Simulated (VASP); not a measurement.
# MgSn2N2 (P-3m1) in VASP: notebook

Aim: see how the results for MgSn2N2 move with the level of theory and the settings. Levels: PBE, HSE06. Tasks: single point.

Everything below comes from runs of VASP 6.6.1. Logs are shortened: lines on timing, memory, paths and dates and some standing lists are left out, and cuts for length are marked.

**1. The crystal as given**

The structure is trigonal, space group P-3m1 (No. 164). Conventional cell: a = 3.254 Å, b = 3.254 Å, c = 9.059 Å, α = 90.00°, β = 90.00°, γ = 120.00°. Mg (site symmetry -3m) has 6 N at 2.29 Å as nearest neighbours. Sn (site symmetry 3m) has 3 N at 2.29 Å as nearest neighbours. N (site symmetry 3m) is surrounded by 3 Sn at 2.29 Å and 3 Mg at 2.29 Å.

The cell was built by a generator and needn't be a form met in nature.

**2. Single point, PBE**

The input, INCAR:

```
SYSTEM = MgSn2N2
PREC = Accurate ; ENCUT = 520
EDIFF = 1E-6 ; ISMEAR = 0
SIGMA = 0.02 ; LREAL = .FALSE.
LASPH = .TRUE. ; NELM = 80
ALGO = Normal ; ISIF = 2
LWAVE = .FALSE. ; LCHARG = .TRUE.
GGA = PE ; LVHAR = .TRUE.
KPAR = 4
```

The input, KPOINTS:

```
Automatic mesh
0
G
  8 8 2
  0 0 0
```

The input, POSCAR:

```
MgSn2N2
1.0
    3.2541880000      0.0000000000      0.0000000000
   -1.6270940000      2.8182100000      0.0000000000
    0.0000000000      0.0000000000      9.0593500000
Mg Sn N
1 2 2
Direct
    0.0000000000      0.0000000000      0.0000000000
    0.6666670000      0.3333330000      0.2895030000
    0.3333330000      0.6666670000      0.7104970000
    0.6666670000      0.3333330000      0.8546010000
    0.3333330000      0.6666670000      0.1453990000
```

Potentials or basis: VASP PAW PBE potentials, release 64 (Mg, Sn_d, N).

The run is started by

```bash
> cat potpaw_PBE.64/Mg/POTCAR potpaw_PBE.64/Sn_d/POTCAR potpaw_PBE.64/N/POTCAR > POTCAR
> mpirun -np 4 vasp_std > vasp.out
```

OUTCAR:

```text
SYSTEM = MgSn2N2
   PREC = Accurate
   ENCUT = 520
   EDIFF = 1E-6
   ISMEAR = 0
   LREAL = .FALSE.
   LASPH = .TRUE.
   NELM = 80
   ISIF = 2
   GGA = PE

 ion  position               nearest neighbor table
   1  0.000  0.000  0.000-   4 2.29   5 2.29   4 2.29   5 2.29   4 2.29   5 2.29   2 3.23   3 3.23
                             3 3.23   2 3.23   2 3.23   3 3.23
   2  0.667  0.333  0.290-   5 2.29   5 2.29   5 2.29   1 3.23   1 3.23   1 3.23
   3  0.333  0.667  0.710-   4 2.29   4 2.29   4 2.29   1 3.23   1 3.23   1 3.23
   4  0.667  0.333  0.855-   3 2.29   3 2.29   3 2.29   1 2.29   1 2.29   1 2.29
   5  0.333  0.667  0.145-   2 2.29   2 2.29   2 2.29   1 2.29   1 2.29   1 2.29

  LATTYP: Found a hexagonal cell.
 ALAT       =     3.2541880000
 C/A-ratio  =     2.7839049250

  Lattice vectors:

 A1 = (   3.2541880000,   0.0000000000,   0.0000000000)
 A2 = (  -1.6270940000,   2.8182100000,   0.0000000000)
 A3 = (   0.0000000000,   0.0000000000,   9.0593500000)

Analysis of symmetry for initial positions (statically):
=====================================================================
 Subroutine PRICEL returns:
 Original cell was already a primitive cell.

 Routine SETGRP: Setting up the symmetry group for a
 hexagonal supercell.

 Subroutine GETGRP returns: Found 12 space group operations
 (whereof 12 operations were pure point group operations)
 out of a pool of 24 trial point group operations.

The static configuration has the point symmetry D_3d.

Analysis of symmetry for dynamics (positions and initial velocities):
=====================================================================
 Subroutine PRICEL returns:
 Original cell was already a primitive cell.

 Routine SETGRP: Setting up the symmetry group for a
 hexagonal supercell.

 Subroutine GETGRP returns: Found 12 space group operations
 (whereof 12 operations were pure point group operations)
 out of a pool of 24 trial point group operations.

The dynamic configuration has the point symmetry D_3d.

 Subroutine INISYM returns: Found 12 space group operations
 (whereof 12 operations are pure point group operations),
 and found     1 'primitive' translations

----------------------------------------------------------------------------------------

                                     Primitive cell

  volume of cell :      83.0832

  direct lattice vectors                    reciprocal lattice vectors
     3.254188000  0.000000000  0.000000000     0.307296321  0.177417581  0.000000000
    -1.627094000  2.818210000  0.000000000     0.000000000  0.354835161  0.000000000
     0.000000000  0.000000000  9.059350000     0.000000000  0.000000000  0.110383195

  length of vectors
     3.254188000  3.254188453  9.059350000     0.354835211  0.354835161  0.110383195

  position of ions in fractional coordinates (direct lattice)
     0.000000000  0.000000000  0.000000000
     0.666667000  0.333333000  0.289503000
     0.333333000  0.666667000  0.710497000
     0.666667000  0.333333000  0.854601000
     0.333333000  0.666667000  0.145399000

  ion indices of the primitive-cell ions
   primitive index   ion index
                 1           1
                 2           2
                 3           3
                 4           4
                 5           5

----------------------------------------------------------------------------------------

 KPOINTS: Automatic mesh

Automatic generation of k-mesh.
 Grid dimensions read from file:
 generate k-points for:    8    8    2

 Generating k-lattice:

  Cartesian coordinates                     Fractional coordinates (reciprocal lattice)
     0.038412040  0.022177198  0.000000000     0.125000000 -0.000000000  0.000000000
     0.000000000  0.044354395  0.000000000     0.000000000  0.125000000  0.000000000
     0.000000000  0.000000000  0.055191598     0.000000000  0.000000000  0.500000000

  Length of vectors
     0.044354401  0.044354395  0.055191598

  Shift w.r.t. Gamma in fractional coordinates (k-lattice)
     0.000000000  0.000000000  0.000000000

 Subroutine IBZKPT returns following result:
 ===========================================

 Found     20 irreducible k-points:

 Following reciprocal coordinates:
            Coordinates               Weight
  0.000000  0.000000  0.000000      1.000000
  0.125000  0.000000  0.000000      6.000000
  0.250000  0.000000  0.000000      6.000000
  0.375000 -0.000000  0.000000      6.000000
  0.500000  0.000000  0.000000      3.000000
  0.125000  0.125000  0.000000      6.000000
[... 12 lines left out ...]
  0.250000  0.250000  0.500000      6.000000
  0.375000  0.250000  0.500000      6.000000
   k-points           NKPTS =     20   k-points in BZ     NKDIM =     20   number of bands    NBANDS=     24
   number of dos      NEDOS =    301   number of ions     NIONS =      5
   total plane-waves  NPLWV =  40320
   dimension x,y,z NGX =    24 NGY =   24 NGZ =   70
   dimension x,y,z NGXF=    48 NGYF=   48 NGZF=  140
   ions per type =               1   2   2
   NGX,Y,Z   is equivalent  to a cutoff of  12.26, 12.26, 12.85 a.u.
   NGXF,Y,Z  is equivalent  to a cutoff of  24.52, 24.52, 25.69 a.u.
 SYSTEM =  MgSn2N2
   PREC   = accura    normal or accurate (medium, high low for compatibility)
   ISTART =      0    job   : 0-new  1-cont  2-samecut
   ICHARG =      2    charge: 1-file 2-atom 10-const
   ISPIN  =      1    spin polarized calculation?
   LNONCOLLINEAR =      F non collinear calculations
   LSORBIT =      F    spin-orbit coupling
   LASPH  =      T    aspherical Exc in radial PAW
   ENCUT  =  520.0 eV  38.22 Ry    6.18 a.u.   6.05  6.05 16.84*2*pi/ulx,y,z
   NELM   =     80;   NELMIN=  2; NELMDL= -5     # of ELM steps
   EDIFF  = 0.1E-05   stopping-criterion for ELM
   LREAL  =      F    real-space projection
[... 7 lines left out ...]
   TEBEG  =    0.0;   TEEND  =   0.0 temperature during run
   PSTRESS=    0.0 pullay stress
   NELECT =      40.0000    total number of electrons
   NUPDOWN=      -1.0000    fix difference up-down
   EMIN   =  10.00;   EMAX   =-10.00  energy-range for DOS
   EFERMI =   0.00;   METHOD = LEGACY
   ISMEAR =     0;   SIGMA  =   0.02  broadening in eV -4-tet -1-fermi 0-gaus
   EFERMI_NEDOS =   21; number of points for ismear=-14 and -15
   IALGO  =     38    algorithm
   IMIX   =      4    mixing-type and parameters
     AMIX     =   0.40;   BMIX     =  1.00
     AMIX_MAG =   1.60;   BMIX_MAG =  1.00
  volume/ion in A,a.u.               =      16.62       112.13
  Fermi-wavevector in a.u.,A,eV,Ry     =   1.283090  2.424689 22.399546  1.646320
  Thomas-Fermi vector in A             =   2.415363
   LORBIT       =      0    0 simple, 1 ext, 2 COOP (PROOUT), +10 PAW based schemes
   GGA     = PE    functional components
   LHFCALC =     F    Hartree Fock is set to
   AEXX    =    0.0000 exact exchange contribution
   IVDW    =     0    specifies the selected vdW correction
   LEPSILON=     F    determine dielectric tensor
   LRPA    =     F    only Hartree local field effects (RPA)
 non-spin polarized calculation
 Gauss-broadening in eV      SIGMA  =   0.02
  energy-cutoff  :      520.00
  volume of cell :       83.08
 maximum number of plane-waves:      2260
   NGX = 13   NGY = 13   NGZ = 33

 number of electron      40.0000003 magnetization

 Free energy of the ion-electron system (eV)
  ---------------------------------------------------
  ext. energy  EPLUGINS =         0.00000000
  ---------------------------------------------------
  free energy    TOTEN  =       -26.50028925 eV

  energy without entropy =      -26.50028925  energy(sigma->0) =      -26.50028925

 E-fermi :   6.5187     XC(G=0): -10.3772

 val. band max:        6.3493356996   @ k =   0.0000   0.0000   0.0000
 cond. band min:       7.2286425783   @ k =   0.5000   0.0000   0.0000
 fundamental gap:      0.8793068787
 Fermi energy:         6.5187152298

 k-point     1 :       0.0000    0.0000    0.0000
  band No.  band energies     occupation
      1     -14.5987      2.00000
      2     -14.5987      2.00000
      3     -14.5984      2.00000
      4     -14.5984      2.00000
      5     -14.5130      2.00000
      6     -14.5074      2.00000
[... 16 lines left out ...]
     23      14.1329      0.00000
     24      14.6067      0.00000

 k-point     2 :       0.1250    0.0000    0.0000
  band No.  band energies     occupation
      1     -14.6111      2.00000
      2     -14.6107      2.00000
      3     -14.5690      2.00000
      4     -14.5687      2.00000
      5     -14.4923      2.00000
      6     -14.4865      2.00000
[... 16 lines left out ...]
     23      12.8533      0.00000
     24      12.8809      0.00000

 k-point     3 :       0.2500    0.0000    0.0000
  band No.  band energies     occupation
      1     -14.6489      2.00000
      2     -14.6479      2.00000
      3     -14.4967      2.00000
      4     -14.4964      2.00000
      5     -14.4758      2.00000
      6     -14.4723      2.00000
[... 16 lines left out ...]
     23      10.4826      0.00000
     24      11.8045      0.00000

 k-point     4 :       0.3750   -0.0000    0.0000
  band No.  band energies     occupation
      1     -14.6919      2.00000
      2     -14.6906      2.00000
      3     -14.5253      2.00000
      4     -14.5212      2.00000
      5     -14.4272      2.00000
      6     -14.4265      2.00000
[... 16 lines left out ...]
     23      10.8113      0.00000
     24      11.8001      0.00000

 k-point     5 :       0.5000    0.0000    0.0000
  band No.  band energies     occupation
      1     -14.7108      2.00000
      2     -14.7094      2.00000
      3     -14.5446      2.00000
      4     -14.5401      2.00000
      5     -14.4232      2.00000
      6     -14.4195      2.00000
[... 343 lines left out ...]
 k-point    18 :       0.3750    0.1250    0.5000
  band No.  band energies     occupation
      1     -14.6779      2.00000
      2     -14.6770      2.00000
      3     -14.5321      2.00000
      4     -14.5289      2.00000
      5     -14.4379      2.00000
      6     -14.4350      2.00000
[... 16 lines left out ...]
     23      10.9341      0.00000
     24      11.3064      0.00000

 k-point    19 :       0.2500    0.2500    0.5000
  band No.  band energies     occupation
      1     -14.6323      2.00000
      2     -14.6319      2.00000
      3     -14.5138      2.00000
      4     -14.5131      2.00000
      5     -14.4741      2.00000
      6     -14.4732      2.00000
[... 16 lines left out ...]
     23       9.9755      0.00000
     24      10.6295      0.00000

 k-point    20 :       0.3750    0.2500    0.5000
  band No.  band energies     occupation
      1     -14.6246      2.00000
      2     -14.6243      2.00000
      3     -14.5114      2.00000
      4     -14.5098      2.00000
      5     -14.4695      2.00000
      6     -14.4654      2.00000
[... 16 lines left out ...]
     23       9.8142      0.00000
     24      10.3610      0.00000

------------------------ aborting loop because EDIFF is reached ----------------------------------------

  FORCE on cell =-STRESS in cart. coord.  units (eV):
  Direction    XX          YY          ZZ          XY          YZ          ZX
  --------------------------------------------------------------------------------------
  -------------------------------------------------------------------------------------
  Total        0.0067272      0.0067272     -0.0215024      0.0000000      0.0000000     -0.0000000
  in kB        0.1297266      0.1297267     -0.4146521      0.0000000      0.0000000     -0.0000000
  external PRESSURE =      -0.0517329 kB  Pullay stress =       0.0000000 kB

 VOLUME and BASIS-vectors are now :
 -----------------------------------------------------------------------------
  energy-cutoff  :      520.00
  volume of cell :       83.08
      direct lattice vectors                 reciprocal lattice vectors
     3.254188000  0.000000000  0.000000000     0.307296321  0.177417581  0.000000000
    -1.627094000  2.818210000  0.000000000     0.000000000  0.354835161  0.000000000
     0.000000000  0.000000000  9.059350000     0.000000000  0.000000000  0.110383195

 POSITION                                       TOTAL-FORCE (eV/Angst)
 -----------------------------------------------------------------------------------
      0.00000      0.00000      0.00000        -0.000000      0.000000      0.000000
      1.62710      0.93940      2.62271         0.000000     -0.000000      0.000014
     -0.00000      1.87881      6.43664        -0.000000      0.000000     -0.000014
      1.62710      0.93940      7.74213        -0.000000      0.000000     -0.000716
     -0.00000      1.87881      1.31722         0.000000     -0.000000      0.000716
 -----------------------------------------------------------------------------------
    total drift:                                0.000000     -0.000000      0.000000

  FREE ENERGIE OF THE ION-ELECTRON SYSTEM (eV)
  ---------------------------------------------------
  free  energy   TOTEN  =       -26.5002892533 eV

  energy  without entropy=      -26.5002892533  energy(sigma->0) =      -26.50028925
```

It took 21 s on 4 MPI ranks of Intel Xeon Platinum 8488C (Sapphire Rapids), shared host; peak memory 0.21 GiB.

What came out:

```
Free energy            : -26.5003 eV
Pressure               : 0.0 GPa
Band gap on the k mesh : 0.88 eV, indirect (least direct gap 1.46 eV)
```

Caveat: spin-orbit coupling is left out, which moves the levels of the heavy elements. A k mesh can miss the band edges.

**3. Single point, HSE06**

POSCAR is that of step 2.

The input, INCAR.step1:

```
SYSTEM = MgSn2N2
PREC = Accurate ; ENCUT = 520
EDIFF = 1E-5 ; ISMEAR = 0
SIGMA = 0.02 ; LREAL = .FALSE.
LASPH = .TRUE. ; NELM = 40
ALGO = Normal ; ISIF = 2
LWAVE = .TRUE. ; KPAR = 4
GGA = PE
```

The input, INCAR.step2:

```
SYSTEM = MgSn2N2
PREC = Accurate ; ENCUT = 520
EDIFF = 1E-5 ; ISMEAR = 0
SIGMA = 0.02 ; LREAL = .FALSE.
LASPH = .TRUE. ; NELM = 40
ALGO = Normal ; ISIF = 2
LWAVE = .FALSE. ; LCHARG = .FALSE.
GGA = PE ; LHFCALC = .TRUE.
HFSCREEN = 0.2 ; PRECFOCK = Fast
KPAR = 4 ; ISTART = 1
```

KPOINTS is that of step 2.

Potentials or basis: VASP PAW PBE potentials, release 64 (Mg, Sn_d, N).

The run is started by

```bash
> cat potpaw_PBE.64/Mg/POTCAR potpaw_PBE.64/Sn_d/POTCAR potpaw_PBE.64/N/POTCAR > POTCAR
> cp INCAR.step1 INCAR
> mpirun -np 4 vasp_std > vasp.out
> cp INCAR.step2 INCAR
> mpirun -np 4 vasp_std > vasp.out
```

It took 22 min on 4 MPI ranks of Intel Xeon Platinum 8488C (Sapphire Rapids), shared host; peak memory 0.34 GiB.

The run converged. Its results:

| Quantity | Value |
| --- | --- |
| Free energy | -31.6106 eV |
| Pressure | -3.9 GPa |
| Largest force | 0.588 eV/Å |
| Band gap on the k mesh | 1.48 eV, indirect (least direct gap 2.21 eV) |

Forces in eV/Å, atoms in the order of the input:
```
Mg   0.000  0.000  0.000
Sn   0.000  0.000 -0.588
Sn   0.000  0.000  0.588
N    0.000  0.000 -0.456
N    0.000  0.000  0.456
```

Stress tensor (GPa, compression positive):
```
-3.98  0.00  0.00
 0.00 -3.98  0.00
 0.00  0.00 -3.76
```

Levels at points of the mesh, in eV from the valence-band top:
| k point | band 18 | band 19 | band 20 | band 21 | band 22 | band 23 |
| --- | --- | --- | --- | --- | --- | --- |
| (0.00, 0.00, 0.00) | -1.08 | -1.08 | -0.08 | 2.26 | 4.13 | 8.97 |
| (0.50, 0.00, 0.00) | -2.25 | -1.49 | -0.96 | 1.48 | 2.21 | 5.66 |
| (0.00, 0.00, 0.50) | -1.39 | -1.08 | -1.08 | 3.17 | 3.93 | 8.46 |
| (0.50, 0.00, 0.50) | -2.26 | -1.83 | -0.94 | 1.54 | 2.63 | 4.92 |

Caveat: the PAW data sets were made with another functional, which shifts forces and pressure a little; spin-orbit coupling is left out, which moves the levels of the heavy elements. A k mesh can miss the band edges.
